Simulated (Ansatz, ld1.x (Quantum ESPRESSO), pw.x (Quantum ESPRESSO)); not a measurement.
## Ir (Z = 77): does the TM potential hold in the solid?

* Element: iridium
* Generator: ld1.x (Quantum ESPRESSO) 7.5
* Type: norm-conserving Troullier–Martins (Kleinman–Bylander form)
* Functional: PBE
* Relativity: scalar-relativistic
* Frozen core: [Xe] 4f14
* Valence charge: 9
* Reference configuration: 5d7 6s2 6p0
* Partial waves: 6p (bound, empty): rc 3.75 bohr; 5d (bound): rc 1.60 bohr; 6s (bound): rc 2.35 bohr
* Local potential: the s channel
* Core correction: a·sin(br)/r model core inside 1.05 bohr

Atomic tests: cutoffs needed: 40 Ry and 60 Ry (the cutoffs (Ry, on a coarse ladder) from which the occupation-weighted sum of valence levels, in a spherical-Bessel basis at the reference potential, stays within 10 and 1 mRy of its value at 400 Ry); ghost test: no extra level below or beside the all-electron valence levels (p, d, s, f tested) (spherical-Bessel basis up to 400 Ry, 20 bohr box); largest excitation error: -165 meV (all-electron minus pseudo) for 5d6 6s0 6p0, out of 7 test configurations.

Crystal test: sc Ir in pw.x 7.5, no spin, 13³ k-points, Fermi–Dirac smearing 0.01 Ry, cutoffs 75/300 Ry. The reference is all-electron LAPW (Ansatz 0.2.0) with the same functional, mesh and smearing; V0 and B0 come from Birch–Murnaghan fits to the pressures at five volumes. Errors are pseudo minus all-electron; Δ is the rms difference of the E(V) curves that follow from these fits, minima aligned, over ±6 % about the mean V0. Mesh and smearing are coarse, so the numbers serve the comparison and aren't converged zero-temperature values; the lattice is a test structure that the element need not adopt.

```json
{"V (Å³/atom)": "16.105", "P all-electron (GPa)": "15.75", "P pseudo (GPa)": "30.66"}
{"V (Å³/atom)": "16.529", "P all-electron (GPa)": "7.96", "P pseudo (GPa)": "21.21"}
{"V (Å³/atom)": "16.953", "P all-electron (GPa)": "1.24", "P pseudo (GPa)": "13.09"}
{"V (Å³/atom)": "17.377", "P all-electron (GPa)": "-4.54", "P pseudo (GPa)": "6.08"}
{"V (Å³/atom)": "17.801", "P all-electron (GPa)": "-9.51", "P pseudo (GPa)": "-0.01"}
```

All-electron: a0 = 2.573 Å (V0 = 17.04 Å³/atom), B0 = 242.7 GPa.

Pseudopotential: mean pressure error (GPa): +12.03; a0 (Å): 2.611; a0 error (%): +1.47; B0 error (%): -2.5; Δ (meV/atom): 40.3. The largest radius (3.75 bohr) exceeds half the bond length (2.43 bohr), so the spheres overlap, which is one possible source of error among others. This is a poor potential for the solid.

At the middle volume, how do free energy and pressure move when the wave cutoff is lowered (ecutrho kept at four times it)?

```
cutoff (Ry)  shift of F (meV/atom)  shift of P (GPa)
         34                 +239.4            -18.29
         45                  +27.0             +0.32
         60                   +8.6             +0.69
```

The run at the middle volume (84 k-points, 6 iterations) took about 11 s on one core of a shared host (Neoverse-V1, 32 threads, 247 GiB, load 28).
